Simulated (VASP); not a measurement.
# Si (Fd-3m) in VASP: further runs, part 2 of 2

VASP 6.6.1. Earlier steps stand in the parts before.

## Step 3: Band structure, LDA

POSCAR

```
Si
1.0
    0.0000000000      2.7155000000      2.7155000000
    2.7155000000      0.0000000000      2.7155000000
    2.7155000000      2.7155000000      0.0000000000
Si
2
Direct
    0.0000000000      0.0000000000      0.0000000000
    0.2500000000      0.2500000000      0.2500000000
```

INCAR.step1

```
SYSTEM = Si
PREC     = Accurate       ! precision mode
ENCUT    = 520            ! plane-wave cutoff, eV
EDIFF    = 1E-6           ! SCF threshold, eV
ISMEAR   = -1             ! smearing method
SIGMA    = 0.02           ! smearing width, eV
LREAL    = .False.        ! projectors in reciprocal space
LASPH    = .True.         ! aspherical terms in the spheres
NELM     = 80             ! most SCF steps
ALGO     = Normal         ! electronic algorithm
ISIF     = 2              ! what is computed and relaxed
LWAVE    = .False.        ! write WAVECAR
LCHARG   = .True.         ! write CHGCAR
GGA      = CA             ! functional
NBANDS   = 11             ! bands
```

KPOINTS.step1

```
Automatic mesh
0
Gamma
  8 8 8
  0 0 0
```

INCAR.step2

```
SYSTEM = Si
PREC     = Accurate       ! precision mode
ENCUT    = 520            ! plane-wave cutoff, eV
EDIFF    = 1E-6           ! SCF threshold, eV
ISMEAR   = 0              ! smearing method
SIGMA    = 0.05           ! smearing width, eV
LREAL    = .False.        ! projectors in reciprocal space
LASPH    = .True.         ! aspherical terms in the spheres
NELM     = 80             ! most SCF steps
ALGO     = Normal         ! electronic algorithm
ISIF     = 2              ! what is computed and relaxed
LWAVE    = .False.        ! write WAVECAR
LCHARG   = .False.        ! write CHGCAR
GGA      = CA             ! functional
NBANDS   = 11             ! bands
ICHARG   = 11             ! starting density
```

KPOINTS.step2

```
path GXWKGLUWLK,UX
20
line-mode
reciprocal
 0.0000000000  0.0000000000  0.0000000000  G
 0.5000000000  0.0000000000  0.5000000000  X

 0.5000000000  0.0000000000  0.5000000000  X
 0.5000000000  0.2500000000  0.7500000000  W

 0.5000000000  0.2500000000  0.7500000000  W
 0.3750000000  0.3750000000  0.7500000000  K

 0.3750000000  0.3750000000  0.7500000000  K
 0.0000000000  0.0000000000  0.0000000000  G

 0.0000000000  0.0000000000  0.0000000000  G
 0.5000000000  0.5000000000  0.5000000000  L

 0.5000000000  0.5000000000  0.5000000000  L
 0.6250000000  0.2500000000  0.6250000000  U

 0.6250000000  0.2500000000  0.6250000000  U
 0.5000000000  0.2500000000  0.7500000000  W

 0.5000000000  0.2500000000  0.7500000000  W
 0.5000000000  0.5000000000  0.5000000000  L

 0.5000000000  0.5000000000  0.5000000000  L
 0.3750000000  0.3750000000  0.7500000000  K

 0.6250000000  0.2500000000  0.6250000000  U
 0.5000000000  0.0000000000  0.5000000000  X
```

Potentials or basis: VASP PAW LDA potentials, release 64 (Si).

On the command line:

```console
$ cat potpaw_LDA.64/Si/POTCAR > POTCAR
$ cp INCAR.step1 INCAR
$ cp KPOINTS.step1 KPOINTS
$ mpirun -np 1 vasp_std > vasp.out
$ cp INCAR.step2 INCAR
$ cp KPOINTS.step2 KPOINTS
$ mpirun -np 1 vasp_std > vasp.out
```

OUTCAR:

```text
SYSTEM = Si
   PREC = Accurate
   ENCUT = 520
   EDIFF = 1E-6
   ISMEAR = 0
   LREAL = .False.
   LASPH = .True.
   NELM = 80
   ISIF = 2
   GGA = CA
   ICHARG = 11

 ion  position               nearest neighbor table
   1  0.000  0.000  0.000-   2 2.35   2 2.35   2 2.35   2 2.35
   2  0.250  0.250  0.250-   1 2.35   1 2.35   1 2.35   1 2.35

  LATTYP: Found a face centered cubic cell.
 ALAT       =     5.4310000000

  Lattice vectors:

 A1 = (   0.0000000000,   2.7155000000,   2.7155000000)
 A2 = (   2.7155000000,   0.0000000000,   2.7155000000)
 A3 = (   2.7155000000,   2.7155000000,   0.0000000000)

Analysis of symmetry for initial positions (statically):
=====================================================================
 Subroutine PRICEL returns:
 Original cell was already a primitive cell.

 Routine SETGRP: Setting up the symmetry group for a
 face centered cubic supercell.

 Subroutine GETGRP returns: Found 48 space group operations
 (whereof 24 operations were pure point group operations)
 out of a pool of 48 trial point group operations.

The static configuration has the point symmetry T_d .
 The point group associated with its full space group is O_h .
[... 168 lines left out ...]
      3       5.7697      2.00000
      4       5.7697      2.00000
      5       8.2930      0.00000
      6       8.2930      0.00000
      7       8.2930      0.00000
      8       8.9768      0.00000
      9      13.4451      0.00000
     10      13.4964      0.00000
     11      13.4964      0.00000
[... 309 lines left out ...]
 k-point    24 :       0.5000    0.0395    0.5395
  band No.  band energies     occupation
      1      -2.0347      2.00000
      2      -2.0347      2.00000
      3       2.8338      2.00000
      4       2.8338      2.00000
      5       6.5244      0.00000
      6       6.5244      0.00000
      7      15.4820      0.00000
      8      15.4820      0.00000
      9      16.4448      0.00000
     10      16.4448      0.00000
     11      18.4084      0.00000

 [... further k-points ...]

------------------------ aborting loop because EDIFF is reached ----------------------------------------

  FORCE on cell =-STRESS in cart. coord.  units (eV):
  Direction    XX          YY          ZZ          XY          YZ          ZX
  --------------------------------------------------------------------------------------
  -------------------------------------------------------------------------------------
  Total       -0.5935755     -0.5935755     -0.5935755      0.0000000      0.0000000      0.0000000
  in kB      -23.7469118    -23.7469118    -23.7469118      0.0000000      0.0000000      0.0000000
  external PRESSURE =     -23.7469118 kB  Pullay stress =       0.0000000 kB

 VOLUME and BASIS-vectors are now :
 -----------------------------------------------------------------------------
  energy-cutoff  :      520.00
  volume of cell :       40.05
      direct lattice vectors                 reciprocal lattice vectors
     0.000000000  2.715500000  2.715500000    -0.184128153  0.184128153  0.184128153
     2.715500000  0.000000000  2.715500000     0.184128153 -0.184128153  0.184128153
     2.715500000  2.715500000  0.000000000     0.184128153  0.184128153 -0.184128153

 POSITION                                       TOTAL-FORCE (eV/Angst)
 -----------------------------------------------------------------------------------
      0.00000      0.00000      0.00000         0.000000      0.000000     -0.000000
      1.35775      1.35775      1.35775        -0.000000     -0.000000      0.000000
 -----------------------------------------------------------------------------------
    total drift:                               -0.000000      0.000000     -0.000000

  FREE ENERGIE OF THE ION-ELECTRON SYSTEM (eV)
  ---------------------------------------------------
  free  energy   TOTEN  =       -12.0979693986 eV

  energy  without entropy=      -12.0979693986  energy(sigma->0) =      -12.09796940
```

OUTCAR.step1:

```text
SYSTEM = Si
   PREC = Accurate
   ENCUT = 520
   EDIFF = 1E-6
   ISMEAR = -1
   LREAL = .False.
[... 561 lines left out ...]
      0.00000      0.00000      0.00000        -0.000000      0.000000     -0.000000
      1.35775      1.35775      1.35775         0.000000     -0.000000      0.000000
 -----------------------------------------------------------------------------------
    total drift:                               -0.000000     -0.000000     -0.000000

  FREE ENERGIE OF THE ION-ELECTRON SYSTEM (eV)
  ---------------------------------------------------
  free  energy   TOTEN  =       -11.9127925342 eV

  energy  without entropy=      -11.9127925101  energy(sigma->0) =      -11.91279252
```

OSZICAR.step1:

```text
N       E                     dE             d eps       ncg     rms          rms(c)
DAV:   1     0.520716973389E+01    0.52072E+01   -0.32063E+03   638   0.560E+02
DAV:   2    -0.116471684514E+02   -0.16854E+02   -0.16108E+02   849   0.850E+01
DAV:   3    -0.121708583185E+02   -0.52369E+00   -0.52264E+00   858   0.127E+01
DAV:   4    -0.121746341885E+02   -0.37759E-02   -0.37756E-02   752   0.130E+00
DAV:   5    -0.121746751805E+02   -0.40992E-04   -0.40992E-04   802   0.125E-01    0.501E+00
DAV:   6    -0.119948475175E+02    0.17983E+00   -0.10283E-01   718   0.127E+00    0.299E+00
DAV:   7    -0.119126114675E+02    0.82236E-01   -0.18402E-01   734   0.175E+00    0.225E-01
DAV:   8    -0.119128092775E+02   -0.19781E-03   -0.77380E-03   719   0.481E-01    0.807E-02
DAV:   9    -0.119127873656E+02    0.21912E-04   -0.20126E-04   793   0.770E-02    0.621E-02
DAV:  10    -0.119127927297E+02   -0.53641E-05   -0.15125E-05   732   0.228E-02    0.256E-02
DAV:  11    -0.119127925342E+02    0.19554E-06   -0.93019E-07   515   0.505E-03
   1 F= -.11912793E+02 E0= -.11912793E+02  d E =-.240839E-07
```

It took 27 s on 1 thread of Intel Xeon 6975P-C (Granite Rapids), shared host; peak memory 0.18 GiB.

What came out:

- Band gap on the k mesh: 0.51 eV, indirect (least direct gap 2.52 eV)
- Band gap along the path: 0.47 eV, indirect (least direct gap 2.52 eV)

Levels at the corners of the path, in eV from the valence-band top:
```csv
point,band 1,band 2,band 3,band 4,band 5,band 6,band 7,band 8,band 9
Γ,-11.96,0.00,0.00,0.00,2.52,2.52,2.52,3.21,7.68
X,-7.81,-7.81,-2.85,-2.85,0.60,0.60,9.98,9.98,10.92
X,-7.81,-7.81,-2.85,-2.85,0.60,0.60,9.98,9.98,10.92
W,-7.65,-7.65,-3.88,-3.88,4.18,4.18,4.92,4.92,10.48
W,-7.65,-7.65,-3.88,-3.88,4.18,4.18,4.92,4.92,10.48
K,-8.22,-7.23,-4.33,-2.43,1.10,4.04,7.40,7.91,8.10
K,-8.22,-7.23,-4.33,-2.43,1.10,4.04,7.40,7.91,8.10
Γ,-11.96,0.00,0.00,0.00,2.52,2.52,2.52,3.21,7.68
Γ,-11.96,0.00,0.00,0.00,2.52,2.52,2.52,3.21,7.68
L,-9.62,-6.99,-1.20,-1.20,1.43,3.29,3.29,7.51,10.52
L,-9.62,-6.99,-1.20,-1.20,1.43,3.29,3.29,7.51,10.52
U,-8.22,-7.23,-4.33,-2.43,1.10,4.04,7.40,7.91,8.10
U,-8.22,-7.23,-4.33,-2.43,1.10,4.04,7.40,7.91,8.10
W,-7.65,-7.65,-3.88,-3.88,4.18,4.18,4.92,4.92,10.48
W,-7.65,-7.65,-3.88,-3.88,4.18,4.18,4.92,4.92,10.48
L,-9.62,-6.99,-1.20,-1.20,1.43,3.29,3.29,7.51,10.52
L,-9.62,-6.99,-1.20,-1.20,1.43,3.29,3.29,7.51,10.52
K,-8.22,-7.23,-4.33,-2.43,1.10,4.04,7.40,7.91,8.10
U,-8.22,-7.23,-4.33,-2.43,1.10,4.04,7.40,7.91,8.10
X,-7.81,-7.81,-2.85,-2.85,0.60,0.60,9.98,9.98,10.92
```

Caveat: the log is that of the step along the path at fixed density, whose energy, stress, charges and moments have no meaning.

## Step 4: Band structure, r2SCAN

INCAR

```
SYSTEM = Si
PREC     = Accurate       ! precision mode
ENCUT    = 520            ! plane-wave cutoff, eV
EDIFF    = 1E-6           ! SCF threshold, eV
ISMEAR   = -1             ! smearing method
SIGMA    = 0.02           ! smearing width, eV
LREAL    = .False.        ! projectors in reciprocal space
LASPH    = .True.         ! aspherical terms in the spheres
NELM     = 80             ! most SCF steps
ALGO     = Normal         ! electronic algorithm
ISIF     = 2              ! what is computed and relaxed
LWAVE    = .False.        ! write WAVECAR
LCHARG   = .False.        ! write CHGCAR
METAGGA  = R2SCAN         ! meta-GGA
LMIXTAU  = .True.       
NBANDS   = 11             ! bands
```

KPOINTS

```
Automatic mesh
0
Gamma
  8 8 8
  0 0 0
```

POSCAR is that of step 3.

KPOINTS_OPT

```
path GXWKGLUWLK,UX
20
line-mode
reciprocal
 0.0000000000  0.0000000000  0.0000000000  G
 0.5000000000  0.0000000000  0.5000000000  X

 0.5000000000  0.0000000000  0.5000000000  X
 0.5000000000  0.2500000000  0.7500000000  W

 0.5000000000  0.2500000000  0.7500000000  W
 0.3750000000  0.3750000000  0.7500000000  K

 0.3750000000  0.3750000000  0.7500000000  K
 0.0000000000  0.0000000000  0.0000000000  G

 0.0000000000  0.0000000000  0.0000000000  G
 0.5000000000  0.5000000000  0.5000000000  L

 0.5000000000  0.5000000000  0.5000000000  L
 0.6250000000  0.2500000000  0.6250000000  U

 0.6250000000  0.2500000000  0.6250000000  U
 0.5000000000  0.2500000000  0.7500000000  W

 0.5000000000  0.2500000000  0.7500000000  W
 0.5000000000  0.5000000000  0.5000000000  L

 0.5000000000  0.5000000000  0.5000000000  L
 0.3750000000  0.3750000000  0.7500000000  K

 0.6250000000  0.2500000000  0.6250000000  U
 0.5000000000  0.0000000000  0.5000000000  X
```

Potentials or basis: VASP PAW PBE potentials, release 64 (Si).

On the command line:

```console
$ cat potpaw_PBE.64/Si/POTCAR > POTCAR
$ mpirun -np 1 vasp_std > vasp.out
```

Run time: 99 s. Hardware: 1 thread of Intel Xeon 6975P-C (Granite Rapids), shared host; peak memory 0.16 GiB.

The run converged. Its results:

* Free energy: -17.5469 eV
* Pressure: 0.5 GPa
* Band gap on the k mesh: 0.81 eV, indirect (least direct gap 2.76 eV)
* Band gap along the path: 0.77 eV, indirect (least direct gap 2.76 eV)

Levels at the corners of the path, in eV from the valence-band top:
```csv
point,band 1,band 2,band 3,band 4,band 5,band 6,band 7,band 8,band 9
Γ,-12.53,0.00,0.00,0.00,2.76,2.76,2.76,3.99,8.13
X,-8.16,-8.16,-3.01,-3.01,0.92,0.92,10.88,10.88,11.62
X,-8.16,-8.16,-3.01,-3.01,0.92,0.92,10.88,10.88,11.62
W,-7.99,-7.99,-4.02,-4.02,4.60,4.60,5.43,5.43,11.29
W,-7.99,-7.99,-4.02,-4.02,4.60,4.60,5.43,5.43,11.29
K,-8.60,-7.54,-4.49,-2.56,1.43,4.47,7.99,8.58,8.90
K,-8.60,-7.54,-4.49,-2.56,1.43,4.47,7.99,8.58,8.90
Γ,-12.53,0.00,0.00,0.00,2.76,2.76,2.76,3.99,8.13
Γ,-12.53,0.00,0.00,0.00,2.76,2.76,2.76,3.99,8.13
L,-10.07,-7.27,-1.27,-1.27,1.88,3.59,3.59,8.34,11.16
L,-10.07,-7.27,-1.27,-1.27,1.88,3.59,3.59,8.34,11.16
U,-8.60,-7.54,-4.49,-2.56,1.43,4.47,7.99,8.58,8.90
U,-8.60,-7.54,-4.49,-2.56,1.43,4.47,7.99,8.58,8.90
W,-7.99,-7.99,-4.02,-4.02,4.60,4.60,5.43,5.43,11.29
W,-7.99,-7.99,-4.02,-4.02,4.60,4.60,5.43,5.43,11.29
L,-10.07,-7.27,-1.27,-1.27,1.88,3.59,3.59,8.34,11.16
L,-10.07,-7.27,-1.27,-1.27,1.88,3.59,3.59,8.34,11.16
K,-8.60,-7.54,-4.49,-2.56,1.43,4.47,7.99,8.58,8.90
U,-8.60,-7.54,-4.49,-2.56,1.43,4.47,7.99,8.58,8.90
X,-8.16,-8.16,-3.01,-3.01,0.92,0.92,10.88,10.88,11.62
```

Caveat: the PAW data sets were made with another functional, which shifts forces and pressure a little. r2SCAN opens gaps a little over a GGA but as a rule still falls short of measured ones.

## Step 5: The runs side by side

```csv
level,potentials or basis,gap on the mesh (eV)
PBE,"VASP PAW PBE potentials, release 64 (Si)",0.62
LDA,"VASP PAW LDA potentials, release 64 (Si)",0.51
r2SCAN,"VASP PAW PBE potentials, release 64 (Si)",0.81
```

Alike in all rows: task band structure; no spin polarisation; cell as given; k mesh 8 × 8 × 8; cutoff (eV) 520; smearing fermi-dirac 0.02 eV.

Caveats: the PAW data sets were made with another functional, which shifts forces and pressure a little (some runs).

Absolute energies hang on the potentials; compare differences alone.
